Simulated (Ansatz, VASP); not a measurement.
NbH: VASP beside Ansatz

```
CELL_PARAMETERS angstrom
-1.60696 1.60696 1.98430
1.60696 -1.60696 1.98430
1.60696 1.60696 -1.98430
ATOMIC_POSITIONS crystal
Nb 0.00000 0.00000 0.00000
H 0.50000 0.50000 0.00000
```

The cell comes from a database or a generator and needn't be the stable form of this composition.

Alike in both runs: task single point; functional LDA; k mesh 20 × 20 × 20; occupations gaussian, width 0.15 eV; no spin polarisation.

|  | VASP | Ansatz |
| --- | --- | --- |
| version | VASP 6.6.1 | Ansatz 0.2.0 |
| potentials or method | VASP PAW LDA potentials, release 64 (Nb_sv, H) | scalar-relativistic, plane waves, PAW |
| plane-wave cutoff (eV) | 520 | 420 |
| valence electrons in the cell | 14 | 14 |

|  | VASP | Ansatz | Ansatz less VASP |
| --- | --- | --- | --- |
| gap on the k mesh at the Fermi level (eV) | none | none | - |
| pressure (GPa) | -11.1 | -10.9 | +0.17 |
| largest component of the traceless stress (GPa) | 0.53 | 0.55 | +0.019 |

A gap of «none» marks a metal or a gap that the smearing closes.
